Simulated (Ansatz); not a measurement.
Crystal: PbF2 (Fluorocronite).

```
Pb F
1.0
     0.00000    2.96366    2.96366
     2.96366    0.00000    2.96366
     2.96366    2.96366    0.00000
Pb F
1 2
Direct
  0.00000 0.00000 0.00000
  0.75000 0.75000 0.75000
  0.25000 0.25000 0.25000
```

- Program: Ansatz 0.2.0
- Task: relaxation of cell and atoms
- Functional: BLYP
- Potentials or basis: Ansatz PAW
- Cutoff: 420 eV (not typed: the program's choice for these potentials)
- k mesh: 8 × 8 × 8
- Occupations: fermi-dirac, width 0.05 eV
- Spin: no spin polarisation

At the start: volume 17.35 Å³/atom.

Question: Where does the relaxation end?

Answer: It ends after 8 steps and the volume is 18.56 Å³/atom (+7.0 %); space group Fm-3m (No. 225, to 0.05 Å).

The path:
```tsv
step	energy change (eV)	largest force (eV/Å)	volume (Å³)
1	0.0000	0.0000	52.06
2	0.0134	0.0000	58.33
3	-0.0349	0.0000	55.42
4	-0.0357	0.0000	55.22
5	-0.0520	0.0000	55.22
6	-0.0514	0.0000	55.62
7	-0.0511	0.0000	55.69
8	-0.0532	0.0000	55.69
```

Final structure:
```cif
data_structure
_symmetry_space_group_name_H-M 'P 1'
_symmetry_Int_Tables_number 1
_cell_length_a 4.2863
_cell_length_b 4.2863
_cell_length_c 4.2863
_cell_angle_alpha 60.000
_cell_angle_beta 60.000
_cell_angle_gamma 60.000
_cell_volume 55.69
loop_
_atom_site_label
_atom_site_type_symbol
_atom_site_fract_x
_atom_site_fract_y
_atom_site_fract_z
_atom_site_occupancy
Pb1 Pb 0.00000 0.00000 0.00000 1
F1 F 0.75000 0.75000 0.75000 1
F2 F 0.25000 0.25000 0.25000 1
```

Caveat: the plane-wave basis is chosen anew once the cell has moved, so the energies of steps on either side of that aren't comparable; the pressure holds a Pulay correction of +0.6 GPa for the finite cutoff; the PAW data sets come from PBE, with cores solved anew for the run's functional, which leaves a small shift of forces and pressure.
